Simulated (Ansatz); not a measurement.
Runs of Ansatz 0.2.0 on Mg. Symmetry: Fm-3m, No. 225, cubic system. Conventional cell: a = 6.967 Å, b = 6.967 Å, c = 6.967 Å, α = 90.00°, β = 90.00°, γ = 90.00°. Mg (site symmetry m-3m) is surrounded by 8 Mg at 3.02 Å. Mg (site symmetry -43m) is surrounded by 4 Mg at 3.02 Å. The cell was built by a generator and needn't be a form met in nature.

```csv
level,gap on the mesh (eV),pressure (GPa),relaxed volume (Å³/atom)
BLYP+D4,none,0.0,27.57
PBEsol,none,0.0,27.51
BLYP,none,0.0,29.41
LDA,none,0.0,(a)
```

Alike in all rows: task relaxation of cell and atoms; potentials or basis Ansatz PAW; no spin polarisation; cell relaxed; k mesh 7 × 7 × 7; cutoff (eV) 420; smearing fermi-dirac 0.05 eV.

Q: Fill in the values left out.

A: (a) 26.46.

Caveats: the plane-wave basis is chosen anew once the cell has moved, so the energies of steps on either side of that aren't comparable; the PAW data sets come from PBE, with cores solved anew for the run's functional, which leaves a small shift of forces and pressure; the potentials were made for another functional, which shifts forces and pressure (some runs); pairwise dispersion overbinds metals, which lowers pressure and volume (some runs).

A k mesh can miss the band edges.

A gap of «none» marks a metal or a gap under the smearing width.

Not every run made on this cell is shown here.
